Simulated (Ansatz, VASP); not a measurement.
## PbSe: VASP beside Ansatz

The input INCAR:

```
PREC = Accurate
ENCUT = 520
EDIFF = 1E-7
ISMEAR = 0
SIGMA = 0.02
LREAL = F
LASPH = T
NELM = 100
ALGO = Fast
ISIF = 2
LWAVE = F
LCHARG = T
GGA = PE
LELF = T
LVHAR = T
NBANDS = 28
```

KPOINTS

```
regular mesh
0
Gamma
  8 8 6
```

File POSCAR:

```
PbSe
1.0
    2.1189547972     -5.8625815192      0.0000000000
    2.1189547972      5.8625815192      0.0000000000
    0.0000000000      0.0000000000      4.3979777459
Pb Se
2 2
Direct
    0.6192670601      0.3807329399      0.7500000000
    0.3807329399      0.6192670601      0.2500000000
    0.8732444182      0.1267555818      0.7500000000
    0.1267555818      0.8732444182      0.2500000000
```

Input for Ansatz:

```yaml
crystal:
  lattice:
    - [2.1189547972, -5.8625815192, 0.0]
    - [2.1189547972, 5.8625815192, 0.0]
    - [0.0, 0.0, 4.3979777459]
  atoms:
    - { symbol: Pb, position: [0.6192670601, 0.3807329399, 0.75] }
    - { symbol: Pb, position: [0.3807329399, 0.6192670601, 0.25] }
    - { symbol: Se, position: [0.8732444182, 0.1267555818, 0.75] }
    - { symbol: Se, position: [0.1267555818, 0.8732444182, 0.25] }
basis:
  ecutwfc: 420
kpoints:
  mp_grid: { grid: [8, 8, 6] }
hamiltonian:
  xc: pbe
scf:
  occupations: { method: gaussian, width: 0.02 }
output:
  forces: true
  stress: true
  eigenvalues: true
```

Alike in both runs: task single point; functional PBE; k mesh 8 × 8 × 6; occupations gaussian, width 0.02 eV; no spin polarisation.

```csv
,VASP,Ansatz
version,VASP 6.6.1,Ansatz 0.2.0
potentials or method,"VASP PAW PBE potentials, release 64 (Pb_d, Se)","scalar-relativistic, plane waves, PAW"
plane-wave cutoff (eV),520,420
valence electrons in the cell,40,60
```

Ansatz gave:

| Property | Result |
| --- | --- |
| gap on the k mesh at the Fermi level (eV) | 0.70 |
| least direct gap on the mesh (eV) | 0.91 |
| pressure (GPa) | 2.4 |
| largest component of the traceless stress (GPa) | 1.46 |
| rms of the force components (eV/Å) | 0.288 |

Problem. Estimate VASP's values.

Solution. gap on the k mesh at the Fermi level (eV): 0.70; least direct gap on the mesh (eV): 0.91; pressure (GPa): 2.4; largest component of the traceless stress (GPa): 1.46; rms of the force components (eV/Å): 0.285.

Atom by atom the forces differ by 0.002 eV/Å (rms over components). With one functional, cell and mesh, what is left measures potentials, basis and numerics. The two sets of potentials don't hold the same shells in valence.

Caveats: spin-orbit coupling is left out, which as a rule narrows the gap of such compounds by several tenths of an eV. A k mesh can miss the band edges.
